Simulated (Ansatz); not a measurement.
Wanted: the native input for an Ansatz 0.2.0 run.

```yaml
Task: band structure
Functional: LDA
Potentials_or_basis: Ansatz PAW
Cutoff: "420 eV (not typed: the program's choice for these potentials)"
k_mesh: 11 × 11 × 11
Occupations: fermi-dirac, width 0.05 eV
Spin: no spin polarisation
Path: "[[\"G\", \"X\", \"W\", \"K\", \"G\", \"L\", \"U\", \"W\", \"L\", \"K\"], [\"U\", \"X\"]]"
Points_for_each_segment_of_the_path: 14
```

GaN:

```xyz
2
Lattice="0.0000 2.1352 2.1352 2.1352 0.0000 2.1352 2.1352 2.1352 0.0000" Properties=species:S:1:pos:R:3 pbc="T T T"
Ga    0.0000    0.0000    0.0000
N     2.1352    2.1352    2.1352
```

Measurements of this composition are mostly on another form, of space group No. 186.

One way to write it, as run:

input.yaml

```yaml
crystal:
  lattice:
    - [0.0, 2.135235, 2.135235]
    - [2.135235, 0.0, 2.135235]
    - [2.135235, 2.135235, 0.0]
  atoms:
    - { symbol: Ga, position: [0.0, 0.0, 0.0] }
    - { symbol: "N", position: [0.5, 0.5, 0.5] }
hamiltonian:
  xc: lda
  pseudopotentials: { kind: paw }
kpoints:
  mp_grid: { grid: [11, 11, 11] }
  band_path:
    path:
      - [[0.0, 0.0, 0.0], [0.5, 0.0, 0.5], [0.5, 0.25, 0.75], [0.375, 0.375, 0.75], [0.0, 0.0, 0.0], [0.5, 0.5, 0.5], [0.625, 0.25, 0.625], [0.5, 0.25, 0.75], [0.5, 0.5, 0.5], [0.375, 0.375, 0.75]]
      - [[0.625, 0.25, 0.625], [0.5, 0.0, 0.5]]
    npoints: 14
scf:
  occupations: { method: fermi_dirac, width: 0.05 }
  n_extra_bands: 6
output:
  forces: true
  stress: true
  eigenvalues: true
  fatbands: true
```

Potentials or basis: Ansatz PAW.

Launch:

```sh
$ ansatz run input.yaml --threads 2 --pin off --max-ram 5632MiB --backend cpu --events-out ev --progress --plain --runs-dir out
```

It gave:

- Pressure: -13.6 GPa
- Band gap on the k mesh: 0.35 eV, indirect (least direct gap 2.42 eV)
- Band gap along the path: 0.20 eV, indirect (least direct gap 2.42 eV)

Caveat: the k mesh misses the band edges, so the gap on the mesh is wider than the one along the path; the pressure holds a Pulay correction of +0.7 GPa for the finite cutoff; the PAW data sets come from PBE, with cores solved anew for the run's functional, which leaves a small shift of forces and pressure.

Run time: 1.7 s on 2 threads of Arm Neoverse V1 (shared host), peak memory 0.27 GiB.
